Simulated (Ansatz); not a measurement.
SnSe, space group Fm-3m: an all-electron equation of state, run with the Python package of Ansatz (0.2.0).

`snse.py`
```python
"""E(V) of SnSe on LAPW."""

import ansatz as az
from ase.eos import EquationOfState
from ase.units import GPa
import numpy as np

VECTORS = np.array([
    [0.0, 3.01, 3.01],
    [3.01, 0.0, 3.01],
    [3.01, 3.01, 0.0],
])
SITES = [
    ("Sn", (0.0, 0.0, 0.0)),
    ("Se", (0.5, 0.5, 0.5)),
]


def make_crystal(cell):
    crystal = az.Crystal(lattice=az.Lattice.of(cell))
    for symbol, position in SITES:
        crystal = crystal.atom(symbol, position)
    return crystal

volumes, energies = [], []
for scale in np.linspace(0.94, 1.06, 5):
    cell = VECTORS * scale ** (1 / 3)
    base = (
        make_crystal(cell).calculation()
        .occupations("fixed")
        .functional(az.Functional.PBESOL)
        .scf(tolerance=1e-09)
        .kpoints(6, 6, 6)
        .pseudopotentials("all_electron", lapw=True, basis_error=0.0005)
    )
    r = base.run().report
    volumes.append(abs(np.linalg.det(cell)) / len(SITES))
    energies.append(r["free_energy_ev"] / len(SITES))
    print(f"{scale:.3f} {volumes[-1]:9.4f} A^3/atom {energies[-1]:16.5f} eV/atom  (estimated basis error {1000 * r['lapw_basis_errors']['total_ev_per_atom']:.2f} meV/atom)")
v0, e0, bulk = EquationOfState(volumes, energies, eos="birchmurnaghan").fit()
print(f"V0 = {v0:.4f} A^3/atom, B0 = {bulk / GPa:.1f} GPa")
```

Its results, one of them left out:

| V (Å³/atom) | F less the lowest row shown (meV/atom) |
| --- | --- |
| 25.635 | 0.71 |
| 26.453 | 0.00 |
| 27.271 | 7.77 |
| 28.089 | ? |
| 28.907 | 43.70 |

What is the missing energy at 28.089 Å³ an atom?

A third-order Birch-Murnaghan fit, E = E0 + (9 V0 B0 / 16) [(t - 1)³ B' + (t - 1)² (6 - 4t)] with t = (V0/V)^(2/3), through the 4 rows shown gives V0 = 26.102 Å³, B0 = 56.8 GPa, B' = 4.39 and E0 = -0.82 meV. At V = 28.089 Å³, t = 0.95226, and the fit interpolates to 22.71 meV. The run gave 22.70 meV, a miss of 0.00 meV.

Reading the output:
- These settings explore the input space; cutoff and mesh may be short of convergence.
- The structure is a deposited one; some such entries were measured under pressure or heat, so a shift against it needn't be the functional's error alone.
- Timing: 21 s on 1 thread of Arm Neoverse V2, on a shared host, peak memory 0.36 GiB.
